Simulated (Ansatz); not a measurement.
A surface is cut from this relaxed crystal of C:

```
C
1.0
     2.46635    0.00000    0.00000
    -1.23318    2.13592    0.00000
     0.00000    0.00000    8.52149
C
2
Direct
  0.33333 0.66667 0.00000
  0.66667 0.33333 0.00000
```

Miller indices refer to the conventional cell of P6/mmm (No. 191), a = 2.466 Å, b = 2.466 Å, c = 8.521 Å, α = 90.00°, β = 90.00°, γ = 120.00°.

All numbers below come from DFT PBE, scalar-relativistic, plane waves, PAW in Ansatz. Cutoff 420 eV, Gaussian smearing of 0.10 eV, no spin polarisation. A dipole correction acts along the normal.

The surface energy is small: either the cut is weakly bound (this functional has no dispersion correction), or the bulk reference is not the lowest structure.

A relaxed slab with low-index faces, about a nanometre thick, has these properties:

```
Surface energy (mean of both faces) : 0.00 J/m²
Work function                       : 4.25 eV
```

(1) Which low-index plane was cut?

Results:

(1) The (001) plane.

The reference crystal is a form of C, which isn't its usual structure.